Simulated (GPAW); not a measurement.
# In (Im-3m) in GPAW: a series of runs

The runs below take In through single point, with LDA, PBEsol.

Everything below comes from runs of GPAW 26.7.0. Logs are shortened: lines on timing, memory, paths and dates and some standing lists are left out, and cuts for length are marked. The log counts tension as positive stress, the text compression.

### 1 The crystal as given

The structure is cubic, space group Im-3m (No. 229). Conventional cell: a = 3.765 Å, b = 3.765 Å, c = 3.765 Å, α = 90.00°, β = 90.00°, γ = 90.00°. Around In (site symmetry m-3m) lie 8 In at 3.26 Å.

This isn't the form of In at room conditions, which is tetragonal.

### 2 Single point, LDA

Contents of run.py:

```python
from ase.dft.bandgap import bandgap
from ase.io import read, write
from ase.units import GPa
from gpaw import GPAW, PW

atoms = read('POSCAR')

calc = GPAW(mode=PW(450),
            xc='LDA',
            kpts={'size': (8, 8, 8), 'gamma': True},
            occupations={'name': 'fermi-dirac', 'width': 0.05},
            nbands=14,
            maxiter=120,
            txt='gpaw.txt')
atoms.calc = calc
energy = atoms.get_potential_energy()
forces = atoms.get_forces()
stress = atoms.get_stress()
calc.write('gs.gpw')
write('result.traj', atoms)
print(f'Energy: {energy:.6f} eV')
print('Forces (eV/A):')
print(forces.round(4))
print('Stress (GPa):', (stress / GPa).round(3))
print('Fermi level:', round(calc.get_fermi_level(), 4), 'eV')
print(f'Gap: {bandgap(calc)[0]:.4f} eV, direct: {bandgap(calc, direct=True)[0]:.4f} eV')
```

Contents of POSCAR:

```
In
1.0
   -1.8825252400      1.8825252400      1.8825252400
    1.8825252400     -1.8825252400      1.8825252400
    1.8825252400      1.8825252400     -1.8825252400
In
1
Direct
    0.0000000000      0.0000000000      0.0000000000
```

Potentials or basis: the program's PAW data sets (release 1.2.1) made for this functional, pw.

The run is started by

```sh
OMP_NUM_THREADS=1 python run.py
```

gpaw.txt:

```text
__  _  _
 | _ |_)|_||  |
 |__||  | ||/\| - 26.7.0

Input parameters:
  mode=PW(ecut=450.00000000000006),
  kpts=MonkhorstPack(size=(8, 8, 8), gamma=True),
  maxiter=120,
  nbands=14,
  occupations=Occupations(name='fermi-dirac', width=0.05),
  xc=XC(name='LDA')

Diagonalizing LCAO Hamiltonian
Converting LCAO to pw mode

       In

Atoms  # Å, Bohr magnetons
|   | symbol |        x |        y |        z |    initial magnetic moments |
|---|--------|----------|----------|----------|-----------------------------|
| 0 |     In | 0.000000 | 0.000000 | 0.000000 | ( 0.0000,  0.0000,  0.0000) |

Unit cell  # Å
| periodic |         x |         y |         z |  lengths |     angles |
|----------|-----------|-----------|-----------|----------|------------|
|      yes | -1.882525 |  1.882525 |  1.882525 | 3.260629 | 109.471221 |
|      yes |  1.882525 | -1.882525 |  1.882525 | 3.260629 | 109.471221 |
|      yes |  1.882525 |  1.882525 | -1.882525 | 3.260629 | 109.471221 |

Number of symmetries: 48
Symmetry operations  # r_c * U_cc + t_c -> r_c
|    | kind |            matrix            |
|----|------|------------------------------|
|  0 |  σ   |  1, 1, 1,  0, 0,-1,  0,-1, 0 |
|  1 |  C4  |  1, 1, 1,  0, 0,-1, -1, 0, 0 |
|  2 |  C2  |  1, 1, 1,  0,-1, 0,  0, 0,-1 |
|  3 |  S6  |  1, 1, 1,  0,-1, 0, -1, 0, 0 |
|  4 |  S6  |  1, 1, 1, -1, 0, 0,  0, 0,-1 |
|  5 |  C4  |  1, 1, 1, -1, 0, 0,  0,-1, 0 |
|  6 |  E   |  1, 0, 0,  0, 1, 0,  0, 0, 1 |
|  7 |  σ   |  1, 0, 0,  0, 1, 0, -1,-1,-1 |
|  8 |  σ   |  1, 0, 0,  0, 0, 1,  0, 1, 0 |
|  9 |  C3  |  1, 0, 0,  0, 0, 1, -1,-1,-1 |
| 10 |  C3  |  1, 0, 0, -1,-1,-1,  0, 1, 0 |
| 11 |  σ   |  1, 0, 0, -1,-1,-1,  0, 0, 1 |
| 12 |  σ   |  0, 1, 0,  1, 0, 0,  0, 0, 1 |
| 13 |  C2  |  0, 1, 0,  1, 0, 0, -1,-1,-1 |
| 14 |  C3  |  0, 1, 0,  0, 0, 1,  1, 0, 0 |
| 15 |  S4  |  0, 1, 0,  0, 0, 1, -1,-1,-1 |
| 16 |  S4  |  0, 1, 0, -1,-1,-1,  1, 0, 0 |
| 17 |  C3  |  0, 1, 0, -1,-1,-1,  0, 0, 1 |
| 18 |  C3  |  0, 0, 1,  1, 0, 0,  0, 1, 0 |
| 19 |  S4  |  0, 0, 1,  1, 0, 0, -1,-1,-1 |
| 20 |  σ   |  0, 0, 1,  0, 1, 0,  1, 0, 0 |
| 21 |  C3  |  0, 0, 1,  0, 1, 0, -1,-1,-1 |
| 22 |  C2  |  0, 0, 1, -1,-1,-1,  1, 0, 0 |
| 23 |  S4  |  0, 0, 1, -1,-1,-1,  0, 1, 0 |
| 24 |  C4  |  0, 0,-1,  1, 1, 1,  0,-1, 0 |
| 25 |  σ   |  0, 0,-1,  1, 1, 1, -1, 0, 0 |
| 26 |  S6  |  0, 0,-1,  0,-1, 0,  1, 1, 1 |
| 27 |  C2  |  0, 0,-1,  0,-1, 0, -1, 0, 0 |
| 28 |  C4  |  0, 0,-1, -1, 0, 0,  1, 1, 1 |
| 29 |  S6  |  0, 0,-1, -1, 0, 0,  0,-1, 0 |
| 30 |  S6  |  0,-1, 0,  1, 1, 1,  0, 0,-1 |
| 31 |  C4  |  0,-1, 0,  1, 1, 1, -1, 0, 0 |
| 32 |  C4  |  0,-1, 0,  0, 0,-1,  1, 1, 1 |
| 33 |  S6  |  0,-1, 0,  0, 0,-1, -1, 0, 0 |
| 34 |  σ   |  0,-1, 0, -1, 0, 0,  1, 1, 1 |
| 35 |  C2  |  0,-1, 0, -1, 0, 0,  0, 0,-1 |
| 36 |  C2  | -1, 0, 0,  1, 1, 1,  0, 0,-1 |
| 37 |  S6  | -1, 0, 0,  1, 1, 1,  0,-1, 0 |
| 38 |  S6  | -1, 0, 0,  0, 0,-1,  1, 1, 1 |
| 39 |  C2  | -1, 0, 0,  0, 0,-1,  0,-1, 0 |
| 40 |  C2  | -1, 0, 0,  0,-1, 0,  1, 1, 1 |
| 41 |  i   | -1, 0, 0,  0,-1, 0,  0, 0,-1 |
| 42 |  S4  | -1,-1,-1,  1, 0, 0,  0, 1, 0 |
| 43 |  C3  | -1,-1,-1,  1, 0, 0,  0, 0, 1 |
| 44 |  C3  | -1,-1,-1,  0, 1, 0,  1, 0, 0 |
| 45 |  σ   | -1,-1,-1,  0, 1, 0,  0, 0, 1 |
| 46 |  S4  | -1,-1,-1,  0, 0, 1,  1, 0, 0 |
| 47 |  C2  | -1,-1,-1,  0, 0, 1,  0, 1, 0 |

BZ-sampling:
  Number of BZ points: 512
  Number of IBZ points: 29

  Monkhorst-Pack size: [8, 8, 8]
  Monkhorst-Pack shift: [0.0625, 0.0625, 0.0625]

K-points  # in reciprocal-cell coordinates
|     |                                coordinates |     weight |
|-----|--------------------------------------------|------------|
|   0 | (  0.00000000,   0.00000000,   0.00000000) | 0.00195312 |
|   1 | (  0.12500000,   0.00000000,   0.00000000) | 0.02343750 |
|   2 | (  0.12500000,   0.12500000,  -0.12500000) | 0.01171875 |
|   3 | (  0.25000000,   0.00000000,  -0.12500000) | 0.04687500 |
|   4 | (  0.25000000,   0.00000000,   0.00000000) | 0.02343750 |
|   5 | (  0.25000000,   0.12500000,  -0.12500000) | 0.04687500 |
|   6 | (  0.25000000,   0.25000000,  -0.25000000) | 0.01171875 |
|   7 | (  0.25000000,   0.25000000,   0.25000000) | 0.00390625 |
|   8 | (  0.37500000,  -0.12500000,  -0.12500000) | 0.01562500 |
|   9 | (  0.37500000,   0.00000000,  -0.12500000) | 0.09375000 |
| ... |                                            |            |
|  28 | (  0.50000000,   0.50000000,   0.50000000) | 0.00195312 |

Plane wave coefficients: 603
Cutoff: 450.00000000000006 eV

Spin-components: 1 (collinear spins)
Bands:           14
Projectors:      6
Spin-degeneracy: 2
Datatype:        complex128

Parallelization:
  kpt:    1
  domain: 1
  band:   1

Density:
  Valence electrons: 13.0
  Components: 1
  Grid points: [16 16 16]
  Charge: 0.0  # |e|

Potential:
  Grid points: [16 16 16]

species:
  In:
    name:    Indium
    Z:       49.0
    valence: 13
    core:    36
    charge:  0.0  # [|e|]
    compensation charges:
      type: gauss
      rc: 0.36  # [Å]
      lmax: 2
    cutoffs:
      filter: 2.09  # [Å]
      core: 2.48  # [Å]
    projectors
    | kind |    occ | energy [eV] | rcut [Å] |
    |------|--------|-------------|----------|
    |   5s |  2.000 |      -8.474 |    1.185 |
    |   5p |  1.000 |      -2.700 |    1.244 |
    |   4d | 10.000 |     -18.723 |    1.148 |
    |    s |        |      18.738 |    1.185 |
    |    p |        |      24.512 |    1.244 |
    |    d |        |       8.489 |    1.148 |

    Using partial waves for In as LCAO basis

Reference energy: -159834.290422  # eV

eigensolver:
  PPCG
  Converge bands: occupied
  niter=2

density mixing:
  MSR1-Mixer
  Pratt-step length: 0.05
  Maximum mixing coefficient: 0.75
  Old densities: 10
  SVD Regularization: 0.005
  Good broyden scale: 1.0
  Trust region scale: 1.0
  Backstep threshold: 4.0
  History deletion threshold: 6.0
  Fourier metric: weight=20.0, sigma=0.015

occupation numbers:
  Fermi-Dirac:
    width: 0.0500  # eV

poisson solver:
  ecut: 3600.0000000000005  # eV

xc functional:
  name: None

convergence criteria:
- Maximum [total energy] change in last 3 cyles: 0.0005 eV / valence electron
- Maximum integral of absolute [dens]ity change: 0.0001 electrons / valence electron
- Maximum integral of absolute [eigenst]ate change: 4e-08 eV^2 / valence electron
maximum number of iterations: 120

SCF iterations
|iter     | |      energy | eigst |  dens |
|---------|-|-------------|-------|-------|
|iter:   1| |   -3.366373 | -0.72 |       |
|iter:   2| |   -3.361707 | -2.64 | -1.60 |
|iter:   3| |   -3.330112 | -2.80 | -1.64 |
|iter:   4| |   -3.329067 | -4.34 | -2.13 |
|iter:   5| |   -3.329085c| -4.94 | -2.69 |
|iter:   6| |   -3.329091c| -6.31 | -3.74 |
|iter:   7| |   -3.329093c| -7.06 | -4.24c|
|iter:   8| |   -3.329093c| -8.34c| -5.28c|

Converged in 8 steps
Energy contributions relative to reference atoms: (reference = -159834.290422)

Energy contributions:
  Kinetic:           9.371796
  Coulomb:          -8.695544
  Zero:              0.217902
  External:          0.000000
  Xc:               -4.218211
  Entropy:          -0.010069
  Spinorbit:         0.000000
  ----------------------------
  Free energy:      -3.334127
  Extrapolated:     -3.329093

dipole moment: (-6.409292, -6.409292, -6.409292)  # |e|*Ang

Fermi level: 6.515
Eigenvalues  # (at kpt = [0.000, 0.000, 0.000])
| band index |      eig [eV] | occ [0-2] |
|------------|---------------|-----------|
|          0 |        -8.050 |     2.000 |
|          1 |        -8.050 |     2.000 |
|          2 |        -8.050 |     2.000 |
|          3 |        -7.776 |     2.000 |
|          4 |        -7.776 |     2.000 |
|          5 |        -3.021 |     2.000 |
|          6 |        17.100 |     0.000 |
|          7 |        17.100 |     0.000 |
|          8 |        17.100 |     0.000 |
|          9 |        19.551 |     0.000 |
|         10 |        19.551 |     0.000 |
|         11 |        19.551 |     0.000 |
|         12 |        21.345 |     0.000 |
|         13 |        21.345 |     0.000 |

No gap
No difference between direct/indirect transitions

Forces  # eV/Ang
|        x |       y |        z |
|----------|---------|----------|
| -0.00000 | 0.00000 | -0.00000 |  # In   0

Stress tensor  # eV/Ang^3
|         x |         y |         z |
|-----------|-----------|-----------|
|  0.032239 | -0.000000 |  0.000000 |
| -0.000000 |  0.032239 | -0.000000 |
|  0.000000 | -0.000000 |  0.032239 |

# Writing to gs.gpw (mode='')
```

Wall time 3.1 s (1 thread of Arm Neoverse V2, shared host); peak memory 0.12 GiB.

Results:

| Quantity | Value |
| --- | --- |
| Free energy | -3.3341 eV |
| Pressure | -5.2 GPa |
| Band gap on the k mesh | none (metal or under the smearing width) |

Levels at points of the mesh, in eV from the Fermi level:
```csv
k point,band 3,band 4,band 5,band 6,band 7,band 8,band 9,band 10
"(0.00, 0.00, 0.00)",-14.56,-14.29,-14.29,-9.54,10.58,10.58,10.58,13.04
"(0.50, 0.50, 0.00)",-14.30,-14.29,-14.12,-4.10,-3.20,5.61,7.13,9.99
"(0.50, 0.50, 0.50)",-14.16,-14.16,-14.16,0.60,1.11,1.11,1.11,5.31
```

Caveat: the cutoff is short for stress and forces, so pressures can be off by a GPa or more.

### 3 Single point, PBEsol

run.py, as its differences from that of step 2:

```diff
@@ -1,10 +1,18 @@
+from ase import Atoms
 from ase.dft.bandgap import bandgap
-from ase.io import read, write
+from ase.io import write
 from ase.units import GPa
-from gpaw import GPAW, PW
+from gpaw import GPAW, PW, setup_paths
 
-atoms = read('POSCAR')
+setup_paths.insert(0, '.')
+
+atoms = Atoms(['In'],
+              cell=[[-1.88252524, 1.88252524, 1.88252524],
+                    [1.88252524, -1.88252524, 1.88252524],
+                    [1.88252524, 1.88252524, -1.88252524]],
+              scaled_positions=[[0.0, 0.0, 0.0]],
+              pbc=True)
 
 calc = GPAW(mode=PW(450),
-            xc='LDA',
+            xc='PBEsol',
             kpts={'size': (8, 8, 8), 'gamma': True},
```

Potentials or basis: PAW data sets generated in the run's folder for this functional, pw.

The run is started by

```sh
gpaw-setup -f PBEsol In
OMP_NUM_THREADS=1 python run.py
```

It took 7 s on 1 thread of Arm Neoverse V1, shared host; peak memory 0.12 GiB.

Results (log left out):

| Quantity | Value |
| --- | --- |
| Free energy | -3.1039 eV |
| Pressure | -3.5 GPa |
| Band gap on the k mesh | none (metal or under the smearing width) |

Levels at points of the mesh, in eV from the Fermi level:
| k point | band 2 | band 3 | band 4 | band 5 | band 6 | band 7 | band 8 | band 9 | band 10 |
| --- | --- | --- | --- | --- | --- | --- | --- | --- | --- |
| (0.00, 0.00, 0.00) | -14.60 | -14.60 | -14.32 | -14.32 | -9.53 | 10.72 | 10.72 | 10.72 | 12.91 |
| (0.50, 0.50, 0.00) | -14.63 | -14.34 | -14.32 | -14.15 | -4.03 | -3.25 | 5.67 | 7.12 | 9.91 |
| (0.50, 0.50, 0.50) | -14.70 | -14.19 | -14.19 | -14.19 | 0.76 | 1.11 | 1.11 | 1.11 | 5.16 |

Caveat: the cutoff is short for stress and forces, so pressures can be off by a GPa or more.
